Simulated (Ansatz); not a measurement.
# Nb (diamond type): the cost of one run

Program: Ansatz 0.2.0. Level of theory: DFT PBE, with the methods named in each step. These are calculated values, not measurements.

This is Nb in the diamond structure; at room conditions it is bcc.

## 1. The starting structure

The structure is cubic, space group Fd-3m (No. 227). Conventional cell: a = 5.911 Å, b = 5.911 Å, c = 5.911 Å, α = 90.00°, β = 90.00°, γ = 90.00°. Nb (site symmetry -43m) has 4 Nb at 2.56 Å in its first shell of neighbours.

Coordinates:

```
CELL_PARAMETERS angstrom
0.00000 2.95538 2.95538
2.95538 0.00000 2.95538
2.95538 2.95538 0.00000
ATOMIC_POSITIONS crystal
Nb 0.87500 0.87500 0.87500
Nb 0.12500 0.12500 0.12500
```

Whether this phase is the stable one at these pressures isn't tested.

Atoms are numbered in the order of the input: Nb1, Nb2.

## 2. The reference volume, LAPW

File input.yaml:

```yaml
crystal:
  lattice:
    - [0.0, 2.9553790826, 2.9553790826]
    - [2.9553790826, 0.0, 2.9553790826]
    - [2.9553790826, 2.9553790826, 0.0]
  atoms:
    - { symbol: Nb, position: [-0.125, -0.125, -0.125] }
    - { symbol: Nb, position: [0.125, 0.125, 0.125] }
kpoints:
  mp_grid: { grid: [13, 13, 13] }
  band_path:
    path:
      - [0.0, 0.0, 0.0]
      - [0.5, 0.0, 0.5]
      - [0.625, 0.25, 0.625]
      - [0.375, 0.375, 0.75]
      - [0.0, 0.0, 0.0]
      - [0.5, 0.5, 0.5]
      - [0.5, 0.25, 0.75]
      - [0.5, 0.0, 0.5]
    npoints: 14
scf:
  occupations: { method: fermi_dirac, width: 0.08 }
hamiltonian:
  xc: pbe
  pseudopotentials: { kind: all_electron, lapw: { basis_error: 0.001 } }
output:
  forces: true
  stress: true
  eigenvalues: true
  populations: true
  dos: { projected: true, de: 0.2, e_range: [-14, 8] }
```

Launch:

```console
$ ansatz run input.yaml --threads 1 --pin off --max-ram 2048MiB --backend cpu --events-out ev --progress --plain --runs-dir out
```

Q: Estimate wall time and peak memory on 1 thread of Arm Neoverse V2, shared host.

About 41 s, with a peak of 0.47 GiB.
